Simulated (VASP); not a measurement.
# Al (Fm-3m) in VASP: a series of runs, part 2 of 2

VASP 6.6.1. The steps go on from the part before.

**4. Relaxation of the atoms, r2SCAN (a relaxed cell with its volume scaled by 1.02)**

INCAR

```
SYSTEM = Al
PREC = Accurate
ENCUT = 600
EDIFF = 1E-7
ISMEAR = 1
SIGMA = 0.1
LREAL = .FALSE.
LASPH = .TRUE.
NELM = 80
ALGO = Normal
ISIF = 2
LWAVE = .FALSE.
LCHARG = .FALSE.
METAGGA = R2SCAN
LMIXTAU = .TRUE.
IBRION = 2
NSW = 40
EDIFFG = -0.01
```

KPOINTS

```
Automatic mesh
0
G
  16 16 16
  0 0 0
```

POSCAR

```
Al                                      
1.0
    0.0000000000      2.0075204059      2.0075204059
    2.0075204059      0.0000000000      2.0075204059
    2.0075204059      2.0075204059      0.0000000000
  Al            
     1
Direct
     0.0000000000000000    0.0000000000000000    0.0000000000000000
```

Potentials or basis: VASP PAW PBE potentials, release 64 (Al).

The run is started by

```console
> cat potpaw_PBE.64/Al/POTCAR > POTCAR
> mpirun -np 1 vasp_std > vasp.out
```

OUTCAR:

```text
SYSTEM = Al
   PREC = Accurate
   ENCUT = 600
   EDIFF = 1E-7
   ISMEAR = 1
   LREAL = .FALSE.
   LASPH = .TRUE.
   NELM = 80
   ISIF = 2
   METAGGA = R2SCAN
   IBRION = 2
   NSW = 40
   EDIFFG = -0.01

 ion  position               nearest neighbor table
   1  0.000  0.000  0.000-

  LATTYP: Found a face centered cubic cell.
 ALAT       =     4.0150408118

  Lattice vectors:

 A1 = (   0.0000000000,   2.0075204059,   2.0075204059)
 A2 = (   2.0075204059,   0.0000000000,   2.0075204059)
 A3 = (   2.0075204059,   2.0075204059,   0.0000000000)

Analysis of symmetry for initial positions (statically):
=====================================================================
 Subroutine PRICEL returns:
 Original cell was already a primitive cell.

 Routine SETGRP: Setting up the symmetry group for a
 face centered cubic supercell.

 Subroutine GETGRP returns: Found 48 space group operations
 (whereof 48 operations were pure point group operations)
 out of a pool of 48 trial point group operations.

The static configuration has the point symmetry O_h .

Analysis of symmetry for dynamics (positions and initial velocities):
=====================================================================
 Subroutine PRICEL returns:
 Original cell was already a primitive cell.

 Routine SETGRP: Setting up the symmetry group for a
 face centered cubic supercell.

 Subroutine GETGRP returns: Found 48 space group operations
 (whereof 48 operations were pure point group operations)
 out of a pool of 48 trial point group operations.

The dynamic configuration has the point symmetry O_h .

 Subroutine INISYM returns: Found 48 space group operations
 (whereof 48 operations are pure point group operations),
 and found     1 'primitive' translations

----------------------------------------------------------------------------------------

                                     Primitive cell

  volume of cell :      16.1812

  direct lattice vectors                    reciprocal lattice vectors
     0.000000000  2.007520406  2.007520406    -0.249063471  0.249063471  0.249063471
     2.007520406  0.000000000  2.007520406     0.249063471 -0.249063471  0.249063471
     2.007520406  2.007520406  0.000000000     0.249063471  0.249063471 -0.249063471

  length of vectors
     2.839062585  2.839062585  2.839062585     0.431390586  0.431390586  0.431390586

  position of ions in fractional coordinates (direct lattice)
     0.000000000  0.000000000  0.000000000

  ion indices of the primitive-cell ions
   primitive index   ion index
                 1           1

----------------------------------------------------------------------------------------

 KPOINTS: Automatic mesh

Automatic generation of k-mesh.
 Grid dimensions read from file:
 generate k-points for:   16   16   16

 Generating k-lattice:

  Cartesian coordinates                     Fractional coordinates (reciprocal lattice)
    -0.015566467  0.015566467  0.015566467     0.062500000  0.000000000  0.000000000
     0.015566467 -0.015566467  0.015566467     0.000000000  0.062500000  0.000000000
     0.015566467  0.015566467 -0.015566467     0.000000000  0.000000000  0.062500000

  Length of vectors
     0.026961912  0.026961912  0.026961912

  Shift w.r.t. Gamma in fractional coordinates (k-lattice)
     0.000000000  0.000000000  0.000000000

 Subroutine IBZKPT returns following result:
 ===========================================

 Found    145 irreducible k-points:

 Following reciprocal coordinates:
            Coordinates               Weight
  0.000000  0.000000  0.000000      1.000000
  0.062500  0.000000  0.000000      8.000000
  0.125000  0.000000  0.000000      8.000000
  0.187500  0.000000  0.000000      8.000000
  0.250000  0.000000  0.000000      8.000000
  0.312500  0.000000  0.000000      8.000000
[... 16 lines left out ...]
 -0.125000  0.062500  0.000000     24.000000
 -0.062500  0.062500  0.000000     12.000000
 [... further k-points ...]
   k-points           NKPTS =    145   k-points in BZ     NKDIM =    145   number of bands    NBANDS=      5
   number of dos      NEDOS =    301   number of ions     NIONS =      1
   total plane-waves  NPLWV =  13824
   dimension x,y,z NGX =    24 NGY =   24 NGZ =   24
   dimension x,y,z NGXF=    48 NGYF=   48 NGZF=   48
   ions per type =               1
   NGX,Y,Z   is equivalent  to a cutoff of  14.05, 14.05, 14.05 a.u.
   NGXF,Y,Z  is equivalent  to a cutoff of  28.11, 28.11, 28.11 a.u.
 SYSTEM =  Al
   PREC   = accura    normal or accurate (medium, high low for compatibility)
   ISTART =      0    job   : 0-new  1-cont  2-samecut
   ICHARG =      2    charge: 1-file 2-atom 10-const
   ISPIN  =      1    spin polarized calculation?
   LNONCOLLINEAR =      F non collinear calculations
   LSORBIT =      F    spin-orbit coupling
   LASPH  =      T    aspherical Exc in radial PAW
   ENCUT  =  600.0 eV  44.10 Ry    6.64 a.u.   5.67  5.67  5.67*2*pi/ulx,y,z
   NELM   =     80;   NELMIN=  2; NELMDL= -5     # of ELM steps
   EDIFF  = 0.1E-06   stopping-criterion for ELM
   LREAL  =      F    real-space projection
   EDIFFG = -.1E-01   stopping-criterion for IOM
   NSW    =     40    number of steps for IOM
   IBRION =      2    ionic relax: 0-MD 1-quasi-New 2-CG
   NFREE  =      1    steps in history (QN), initial steepest desc. (CG)
   ISIF   =      2    stress and relaxation
   ISYM   =      2    0-nonsym 1-usesym 2-fastsym
   POTIM  = 0.5000    time-step for ionic-motion
   TEBEG  =    0.0;   TEEND  =   0.0 temperature during run
   PSTRESS=    0.0 pullay stress
   NELECT =       3.0000    total number of electrons
   NUPDOWN=      -1.0000    fix difference up-down
   EMIN   =  10.00;   EMAX   =-10.00  energy-range for DOS
   EFERMI =   0.00;   METHOD = LEGACY
   ISMEAR =     1;   SIGMA  =   0.10  broadening in eV -4-tet -1-fermi 0-gaus
   EFERMI_NEDOS =   21; number of points for ismear=-14 and -15
   IALGO  =     38    algorithm
   IMIX   =      4    mixing-type and parameters
     AMIX     =   0.40;   BMIX     =  1.00
     AMIX_MAG =   1.60;   BMIX_MAG =  1.00
  volume/ion in A,a.u.               =      16.18       109.20
  Fermi-wavevector in a.u.,A,eV,Ry     =   0.933495  1.764050 11.856290  0.871413
  Thomas-Fermi vector in A             =   2.060202
   LORBIT       =      0    0 simple, 1 ext, 2 COOP (PROOUT), +10 PAW based schemes
   METAGGA = R2SCAN    functional components
   LHFCALC =     F    Hartree Fock is set to
   AEXX    =    0.0000 exact exchange contribution
   IVDW    =     0    specifies the selected vdW correction
   LEPSILON=     F    determine dielectric tensor
   LRPA    =     F    only Hartree local field effects (RPA)
 conjugate gradient relaxation of ions
 non-spin polarized calculation
 Methfessel and Paxton  Order N= 1 SIGMA  =   0.10
  energy-cutoff  :      600.00
  volume of cell :       16.18
 maximum number of plane-waves:       560
   NGX = 11   NGY = 11   NGZ = 11

 number of electron       3.0000000 magnetization

 Free energy of the ion-electron system (eV)
  ---------------------------------------------------
  ext. energy  EPLUGINS =         0.00000000
  ---------------------------------------------------
  free energy    TOTEN  =        -6.74183632 eV

  energy without entropy =       -6.74199269  energy(sigma->0) =       -6.74188844

 E-fermi :   8.2429     XC(G=0): -10.9799

 val. band max:        8.2196499816   @ k =  -0.2500   0.5000   0.2500
 cond. band min:       8.3595389381   @ k =   0.5000   0.2500   0.1250
 fundamental gap:      0.1398889565
 Fermi energy:         8.2428623125

 k-point     1 :       0.0000    0.0000    0.0000
  band No.  band energies     occupation
      1      -3.7567      2.00000
      2      21.6554      0.00000
      3      21.6554      0.00000
      4      21.6554      0.00000
      5      23.7135      0.00000

 k-point     2 :       0.0625    0.0000    0.0000
  band No.  band energies     occupation
      1      -3.6424      2.00000
      2      19.8332      0.00000
      3      21.3292      0.00000
      4      21.3292      0.00000
      5      24.2213      0.00000

 k-point     3 :       0.1250    0.0000    0.0000
  band No.  band energies     occupation
      1      -3.2999      2.00000
      2      17.1495      0.00000
      3      20.7764      0.00000
      4      20.7764      0.00000
      5      24.1488      0.00000
[... 153 lines left out ...]
 k-point    23 :      -0.1250    0.0625    0.0000
  band No.  band energies     occupation
      1      -3.0341      2.00000
      2      16.2641      0.00000
      3      18.6671      0.00000
      4      21.8990      0.00000
      5      24.5242      0.00000

 k-point    24 :      -0.0625    0.0625    0.0000
  band No.  band energies     occupation
      1      -3.4520      2.00000
      2      18.6630      0.00000
      3      19.5627      0.00000
      4      21.9517      0.00000
      5      23.9175      0.00000

 [... further k-points ...]
[... 5 lines left out ...]
  --------------------------------------------------------------------------------------
  -------------------------------------------------------------------------------------
  Total       -0.1736001     -0.1736001     -0.1736001      0.0000000      0.0000000      0.0000000
  in kB      -17.1890054    -17.1890054    -17.1890054      0.0000000      0.0000000      0.0000000
  external PRESSURE =     -17.1890054 kB  Pullay stress =       0.0000000 kB

 VOLUME and BASIS-vectors are now :
 -----------------------------------------------------------------------------
  energy-cutoff  :      600.00
  volume of cell :       16.18
      direct lattice vectors                 reciprocal lattice vectors
     0.000000000  2.007520406  2.007520406    -0.249063471  0.249063471  0.249063471
     2.007520406  0.000000000  2.007520406     0.249063471 -0.249063471  0.249063471
     2.007520406  2.007520406  0.000000000     0.249063471  0.249063471 -0.249063471

 POSITION                                       TOTAL-FORCE (eV/Angst)
 -----------------------------------------------------------------------------------
      0.00000      0.00000      0.00000        -0.000000      0.000000      0.000000
 -----------------------------------------------------------------------------------
    total drift:                                0.000000      0.000000     -0.000000

  FREE ENERGIE OF THE ION-ELECTRON SYSTEM (eV)
  ---------------------------------------------------
  free  energy   TOTEN  =        -6.7418363171 eV

  energy  without entropy=       -6.7419926916  energy(sigma->0) =       -6.74188844

 reached required accuracy - stopping structural energy minimisation
```

OSZICAR:

```text
N       E                     dE             d eps       ncg     rms          rms(c)
DAV:   1    -0.421690896502E+01   -0.42169E+01   -0.95860E+02  1465   0.388E+02
DAV:   2    -0.689785603278E+01   -0.26809E+01   -0.25355E+01  1765   0.361E+01
DAV:   3    -0.692298363309E+01   -0.25128E-01   -0.25129E-01  1940   0.416E+00
[... 13 lines left out ...]
DAV:  17    -0.674183381192E+01   -0.17614E-05   -0.63148E-07  1565   0.121E-02    0.333E-02
DAV:  18    -0.674183731527E+01   -0.35033E-05   -0.11444E-06  1510   0.137E-02    0.179E-03
DAV:  19    -0.674183694607E+01    0.36920E-06   -0.13218E-07  1500   0.611E-03    0.180E-03
DAV:  20    -0.674183635720E+01    0.58886E-06   -0.63143E-08  1020   0.346E-03    0.697E-04
DAV:  21    -0.674183623895E+01    0.11826E-06   -0.11424E-08   760   0.172E-03    0.177E-04
DAV:  22    -0.674183631713E+01   -0.78183E-07   -0.62683E-09   745   0.634E-04
   1 F= -.67418363E+01 E0= -.67418884E+01  d E =-.674184E+01
```

Wall time 65 s (1 thread of AMD EPYC 9R14 (Zen 4), shared host); peak memory 0.11 GiB.

What came out:

```
Free energy             : -6.7418 eV
Pressure after relaxing : -1.7 GPa
Band gap on the k mesh  : none (metal or under the smearing width)
```

Final structure:
```yaml
crystal:
  lattice:
    - [0.00000, 2.00752, 2.00752]
    - [2.00752, 0.00000, 2.00752]
    - [2.00752, 2.00752, 0.00000]
  atoms:
    - { symbol: Al, position: [0.00000, 0.00000, 0.00000] }
```

Caveat: the relaxation stopped at its first step, so nothing moved; the PAW data sets were made with another functional, which shifts forces and pressure a little.

**5. Relaxation of the atoms, r2SCAN (a relaxed cell with its volume scaled by 1.04)**

INCAR is that of step 4.

KPOINTS is that of step 4.

POSCAR

```
Al                                      
1.0
    0.0000000000      2.0205566179      2.0205566179
    2.0205566179      0.0000000000      2.0205566179
    2.0205566179      2.0205566179      0.0000000000
  Al            
     1
Direct
     0.0000000000000000    0.0000000000000000    0.0000000000000000
```

The run is started by

```console
> cat potpaw_PBE.64/Al/POTCAR > POTCAR
> mpirun -np 1 vasp_std > vasp.out
```

It took 63 s on 1 thread of AMD EPYC 9R14 (Zen 4), shared host; peak memory 0.11 GiB.

Results (log left out):

| Property | Result |
| --- | --- |
| Free energy | -6.7368 eV |
| Pressure after relaxing | -3.3 GPa |
| Band gap on the k mesh | none (metal or under the smearing width) |

Final structure:
```
Al
1.0
     0.00000    2.02056    2.02056
     2.02056    0.00000    2.02056
     2.02056    2.02056    0.00000
Al
1
Direct
  0.00000 0.00000 0.00000
```

Levels at points of the mesh, in eV from the Fermi level:
| k point | band 1 | band 2 | band 3 | band 4 | band 5 |
| --- | --- | --- | --- | --- | --- |
| (0.00, 0.00, 0.00) | -11.86 | 13.30 | 13.30 | 13.30 | 15.20 |
| (0.50, 0.00, 0.00) | -5.02 | -4.56 | 12.06 | 12.06 | 12.29 |
| (0.50, 0.50, 0.00) | -3.18 | -1.67 | 5.44 | 5.98 | 5.98 |

Caveat: the relaxation stopped at its first step, so nothing moved; the PAW data sets were made with another functional, which shifts forces and pressure a little.

**6. Relaxation of the atoms, r2SCAN (a relaxed cell with its volume scaled by 1.06)**

INCAR is that of step 5.

KPOINTS is that of step 5.

POSCAR

```
Al                                      
1.0
    0.0000000000      2.0334267523      2.0334267523
    2.0334267523      0.0000000000      2.0334267523
    2.0334267523      2.0334267523      0.0000000000
  Al            
     1
Direct
     0.0000000000000000    0.0000000000000000    0.0000000000000000
```

Potentials or basis: VASP PAW PBE potentials, release 64 (Al).

The run is started by

```console
> cat potpaw_PBE.64/Al/POTCAR > POTCAR
> mpirun -np 1 vasp_std > vasp.out
```

Run time: 69 s. Hardware: 1 thread of AMD EPYC 9R14 (Zen 4), shared host; peak memory 0.11 GiB.

It converged, with:

| Quantity | Value |
| --- | --- |
| Free energy | -6.7288 eV |
| Pressure after relaxing | -4.7 GPa |
| Band gap on the k mesh | none (metal or under the smearing width) |

Final structure:
```yaml
crystal:
  lattice:
    - [0.00000, 2.03343, 2.03343]
    - [2.03343, 0.00000, 2.03343]
    - [2.03343, 2.03343, 0.00000]
  atoms:
    - { symbol: Al, position: [0.00000, 0.00000, 0.00000] }
```

Levels at points of the mesh, in eV from the Fermi level:
```
           k point  band 1  band 2  band 3  band 4  band 5
(0.00, 0.00, 0.00)  -11.73   13.19   13.19   13.19   14.93
(0.50, 0.00, 0.00)   -4.95   -4.54   11.97   11.97   12.08
(0.50, 0.50, 0.00)   -3.14   -1.67    5.43    5.88    5.88
```

Caveat: the relaxation stopped at its first step, so nothing moved; the PAW data sets were made with another functional, which shifts forces and pressure a little.

**7. The runs side by side**

| cell | gap on the mesh (eV) | pressure (GPa) |
| --- | --- | --- |
| atoms relaxed from: a relaxed cell with its volume scaled by 0.98 | none | 2.0 |
| atoms relaxed | none | 0.0 |
| atoms relaxed from: a relaxed cell with its volume scaled by 1.02 | none | -1.7 |
| atoms relaxed from: a relaxed cell with its volume scaled by 1.04 | none | -3.3 |
| atoms relaxed from: a relaxed cell with its volume scaled by 1.06 | none | -4.7 |

Alike in all rows: task relaxation of the atoms; level r2SCAN; potentials or basis VASP PAW PBE potentials, release 64 (Al); no spin polarisation; k mesh 16 × 16 × 16; cutoff (eV) 600; smearing methfessel-paxton 0.1 eV.

Caveats: the relaxation stopped at its first step, so nothing moved; the PAW data sets were made with another functional, which shifts forces and pressure a little.

Absolute energies hang on the potentials; compare differences alone.
